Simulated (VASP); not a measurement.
This VASP 6.6.1 run on CdS (Hawleyite) needs a look.

Contents of run.py:

```python
from ase.calculators.vasp import Vasp
from ase.dft.dos import DOS
from ase.io import read

atoms = read('POSCAR')
calc = Vasp(
    directory='calc',
    xc='optb86b-vdw',
    pp='PBE',
    setups='recommended',
    prec='Accurate',
    encut=520,
    ediff=1e-06,
    ismear=0,
    sigma=0.05,
    lreal=False,
    lasph=True,
    nelm=64,
    algo='Damped',
    isif=2,
    lwave=False,
    lcharg=False,
    lorbit=11,
    time=2.0,
    kpts=[8, 8, 8],
    gamma=True,
)
atoms.calc = calc

print('energy (eV):', atoms.get_potential_energy())
print('free energy (eV):', atoms.get_potential_energy(force_consistent=True))
print('forces (eV/A):')
print(atoms.get_forces())
print('stress (eV/A^3, Voigt):', atoms.get_stress())
print('Fermi level (eV):', calc.get_fermi_level())
dos = DOS(calc, width=0.1, window=(-10, 10), npts=201)
print('E - E_F (eV), DOS (1/eV)')
for e, g in zip(dos.get_energies(), dos.get_dos()):
    print(f'{e:8.3f} {g:10.4f}')
```

The input POSCAR:

```
CdS
1.0
    0.0000000000      2.9165000000      2.9165000000
    2.9165000000      0.0000000000      2.9165000000
    2.9165000000      2.9165000000      0.0000000000
Cd S
1 1
Direct
    0.0000000000      0.0000000000      0.0000000000
    0.7500000000      0.7500000000      0.7500000000
```

Potentials or basis: VASP PAW PBE potentials, release 64 (Cd, S).

Run with:

```console
$ python run.py
```

Output:

```text
<dir> UserWarning: vdW has been enabled, however no location for the vdw_kernel.bindat file has been specified. Set ASE_VASP_VDW environment variable to copy the vdW kernel.
  warnings.warn(
energy (eV): 98.18655715
free energy (eV): 98.18586507
forces (eV/A):
[[ 0.  0.  0.]
 [-0. -0. -0.]]
stress (eV/A^3, Voigt): [ 2.33801963  2.33801963  2.33801963 -0.          0.         -0.        ]
Fermi level (eV): 5.96752828
E - E_F (eV), DOS (1/eV)
 -10.000     0.0000
  -9.900     0.0000
  -9.800     0.0000
  -9.700     0.0000
  -9.600     0.0000
  -9.500     0.0000
[... 193 lines left out ...]
   9.900     0.0000
  10.000     0.0000
```

OUTCAR:

```text
ENCUT = 520.000000
[... 633 lines left out ...]
--------------------------------------------------
tot          1.865   4.130   6.655  12.651
```

Diagnose the run.

The calculation stopped without meeting its thresholds. The input holds a flaw that was put in on purpose: damping step far too long (ALGO = Damped; TIME = 2).
